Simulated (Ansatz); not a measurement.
Crystal: Fe.

```
Fe
1.0
     0.00000    1.94174    1.96511
     1.49844    0.00000    1.96511
     1.49844    1.94174    0.00000
Fe
1
Direct
  0.00000 0.00000 0.00000
```

Program: Ansatz 0.2.0. Alike in all runs: cell as given; k mesh 13 × 13 × 13; cutoff (eV) 316; basis error allowed 0.001 eV/atom.

Order these runs on this cell by their pressure, lowest first.
A. level LDA; potentials or basis all-electron LAPW, scalar-relativistic; spin collinear, ferromagnetic start; smearing gaussian 0.02 eV
B. level PBEsol; potentials or basis all-electron LAPW, non-relativistic; spin collinear, ferromagnetic start; smearing fermi-dirac 0.05 eV
C. level PBEsol+U; potentials or basis all-electron LAPW, scalar-relativistic; spin collinear, random start; U Fe d U = 6.2 eV; smearing methfessel-paxton 0.2 eV
D. level PBEsol; potentials or basis all-electron LAPW, scalar-relativistic; spin off; smearing fermi-dirac 0.05 eV
E. level PBEsol; potentials or basis all-electron LAPW, scalar-relativistic; spin collinear, ferromagnetic start; smearing gaussian 0.1 eV

D (-29.0 GPa), A (-18.8 GPa), E (-10.6 GPa), B (-6.7 GPa), C (48.9 GPa).

Caveats: a pressure of tens of GPa on the cell as given is suspect, and the run, the potentials or the cell itself is likely at fault (some runs); so large a pressure means that the cell lies far from this level's equilibrium, or that cutoff or potentials fall short (some runs); the magnetic state may not be the lowest (some runs); U is the effective U less J, on atomic orbitals that reach past the spheres (some runs); the U is typed as a test and isn't derived for this compound (some runs).

Not every run made on this cell is shown here.
